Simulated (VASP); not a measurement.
**A VASP 6.6.1 single-point calculation on HgSe**

INCAR

```
ISMEAR = -1
BMIX = 0.5
LREAL = .FALSE.
LCHARG = .FALSE.
PREC = Accurate
LWAVE = .FALSE.
SIGMA = 0.02
EDIFF = 1E-7
NELM = 120
GGA = PE
ENCUT = 520
IBRION = -1
NSW = 0
ISIF = 2
NBANDS = 16
LASPH = .TRUE.
```

KPOINTS

```
KPOINTS created by Atomic Simulation Environment
0
Monkhorst-Pack
8 8 8
0 0 0
```

POSCAR

```
Hg Se
 1.0000000000000000
     0.0000000000000000    3.1235917481000000    3.1235917481000000
     3.1235917481000000    0.0000000000000000    3.1235917481000000
     3.1235917481000000    3.1235917481000000    0.0000000000000000
 Hg  Se
   1   1
Cartesian
  0.0000000000000000  0.0000000000000000  0.0000000000000000
  1.5617958740500000  1.5617958740500000  1.5617958740500000
```

The recommended PBE PAW datasets give the neutral cell 18 valence electrons.

Command

```
mpirun -np 1 vasp_std
```

Question: How does this run end, and what does it give?

Answer: It converged. Results: gap between bands v and c on the k mesh 0.24 eV; least direct gap on the k mesh 0.24 eV; pressure 0.5 GPa. Band v is the last that the valence electrons fill when counted band by band, and c is the next.

OSZICAR

```
N       E                     dE             d eps       ncg     rms          rms(c)
DAV:   1     0.112008215281E+03    0.11201E+03   -0.84314E+03  1928   0.992E+02
DAV:   2    -0.702194750095E-01   -0.11208E+03   -0.10431E+03  2272   0.238E+02
DAV:   3    -0.437470845185E+01   -0.43045E+01   -0.42911E+01  2352   0.479E+01
DAV:   4    -0.439316617511E+01   -0.18458E-01   -0.18456E-01  2360   0.324E+00
DAV:   5    -0.439326724979E+01   -0.10107E-03   -0.10107E-03  2432   0.215E-01    0.660E+00
DAV:   6    -0.408671664403E+01    0.30655E+00   -0.69772E-01  2912   0.114E+01    0.564E+00
DAV:   7    -0.408931873012E+01   -0.26021E-02   -0.93601E-02  1992   0.252E+00    0.276E+00
DAV:   8    -0.408829301233E+01    0.10257E-02   -0.53358E-03  2432   0.799E-01    0.278E-01
DAV:   9    -0.408824471353E+01    0.48299E-04   -0.64622E-04  2280   0.329E-01    0.427E-02
DAV:  10    -0.408826603486E+01   -0.21321E-04   -0.65674E-05  2304   0.659E-02    0.172E-02
DAV:  11    -0.408826976266E+01   -0.37278E-05   -0.36084E-06  2448   0.144E-02    0.457E-03
DAV:  12    -0.408827016322E+01   -0.40056E-06   -0.55404E-07  2176   0.544E-03    0.115E-03
DAV:  13    -0.408827010522E+01    0.57993E-07   -0.68858E-08  1960   0.236E-03
   1 F= -.40882701E+01 E0= -.40882666E+01  d E =-.704576E-05
```

The shifted mesh misses Γ, so a band edge there is missed.

For comparison, a separate PBE run of the intended cell, on usual settings and not on those above, gives a gap of 0.00 eV on its mesh and a pressure of 0.5 GPa.
